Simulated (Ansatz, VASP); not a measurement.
## One calculation of Al2O3, two programs

```
Al O
1.0
     5.05559    0.00000    0.00000
    -2.52779    4.37827    0.00000
     0.00000    0.00000    2.52879
Al O
2 3
Direct
  0.33333 0.66667 0.50000
  0.66667 0.33333 0.50000
  0.50000 0.00000 0.00000
  0.00000 0.50000 0.00000
  0.50000 0.50000 0.00000
```

Alike in both runs: functional PBE; k mesh 6 × 6 × 4; occupations gaussian, width 0.1 eV; no spin polarisation.

Ansatz relaxed the structure, and its values are those at the end. VASP's run is a single point on that final structure, the one shown.

|  | VASP | Ansatz |
| --- | --- | --- |
| version | VASP 6.6.1 | Ansatz 0.2.0 |
| potentials or method | VASP PAW PBE potentials, release 64 (Al, O) | scalar-relativistic, plane waves, PAW |
| plane-wave cutoff (eV) | 520 | 420 |
| valence electrons in the cell | 24 | 24 |

Ansatz gave:

```
gap on the k mesh at the Fermi level (eV) : 3.57
least direct gap on the mesh (eV)         : 4.19
pressure (GPa)                            : 0.1
```

Which values does VASP return?

gap on the k mesh at the Fermi level (eV): 3.55; least direct gap on the mesh (eV): 4.18; pressure (GPa): 0.0.

Caveats: the k mesh is coarse (spacing up to 0.62 Å⁻¹), so the values aren't converged. A k mesh can miss the band edges.
